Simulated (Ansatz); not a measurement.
BaTe: response to strain

Base system: BaTe in the rock salt structure (space group Fm-3m, No. 225; a = 6.941 Å).

Strains are applied to the cell and any free atomic positions relax.

Computed with PBEsol (Ansatz, an electronic-structure program; PAW; 420 eV plane waves; scalar-relativistic without spin-orbit coupling).

```csv
isotropic strain (%),pressure (GPa)
-3,3.6
-2.5,2.9
-2,?
-0.5,0.5
0,0.0
0.5,-0.5
1,-0.9
1.5,-1.3
2.5,-2.0
```

Problem. Fit P = P₀ − Bδ + Cδ² with δ = (1 + ε)³ − 1 to the rows shown and predict the withheld row.

Solution. Least squares on the printed values gives P₀ = 0.0 GPa, B = 33.0 GPa, C = 93.6 GPa (largest residual 0.0 GPa); this predicts 2.3 GPa, and the run gives 2.2 GPa, in agreement.

Whether these cells are dynamically stable was not tested.
